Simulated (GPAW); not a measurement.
Runs of GPAW 26.7.0 on CoO. It takes space group R-3m (No. 166, trigonal). Conventional cell: a = 3.011 Å, b = 3.011 Å, c = 7.320 Å, α = 90.00°, β = 90.00°, γ = 120.00°. Around O (site symmetry -3m) lie 6 Co at 2.12 Å. Co (site symmetry -3m) has 6 O at 2.12 Å as nearest neighbours. The cell is a database's computed one.

```tsv
task	level	potentials or basis	cell	k mesh	cutoff (eV)	smearing	response ecut	lines	response k mesh	response bands	sites	gap on the mesh (eV)	pressure (GPa)	moment (μB)
magnons	LDA	the program's PAW data sets (release 1.2.1) made for this functional, pw	as given	9 × 9 × 9	650	fermi-dirac 0.05 eV	300 eV	2	8 × 8 × 8	24	[1]	none	-	2.80
single point	PBE	GPAW PAW data sets (gpaw-data 1.2.1), pw	as given	11 × 11 × 11	800	fermi-dirac 0.05 eV	-	-	-	-	-	none	0.5	2.91
single point	LDA	the program's PAW data sets (release 1.2.1) made for this functional, pw	as given	11 × 11 × 11	800	gaussian 0.05 eV	-	-	-	-	-	none	(a)	2.84
single point	PBE	GPAW PAW data sets (gpaw-data 1.2.1), pw	as given	11 × 11 × 11	800	gaussian 0.1 eV	-	-	-	-	-	none	0.5	2.91
phonons	PBE+D3M(BJ)	GPAW PAW data sets (gpaw-data 1.2.1), pw	relaxed	8 × 8 × 8	680	fermi-dirac 0.05 eV	-	-	-	-	-	none	0.0	2.78
```

Alike in all rows: spin collinear, ferromagnetic start.

**Question.** Fill in the values left out.

**Answer.** (a) -17.4.

Caveats: a cell with one magnetic atom can't hold antiferromagnetic order, which such compounds often take; semilocal functionals often make such compounds metallic where correlation or magnetic order opens a gap, which also shifts bond lengths; the number of bands moves the energies at small q by some ten meV (some runs); the exchange constants hang on this mesh and on the site radius (some runs); magnon energies are noisy on this mesh (some runs); so large a pressure means that the cell lies far from this level's equilibrium, or that cutoff or potentials fall short (some runs); the cutoff is short for stress and forces, so pressures can be off by a GPa or more (some runs).

A k mesh can miss the band edges.

A gap of «none» marks a metal or a gap under the smearing width.

Not every run made on this cell is shown here.
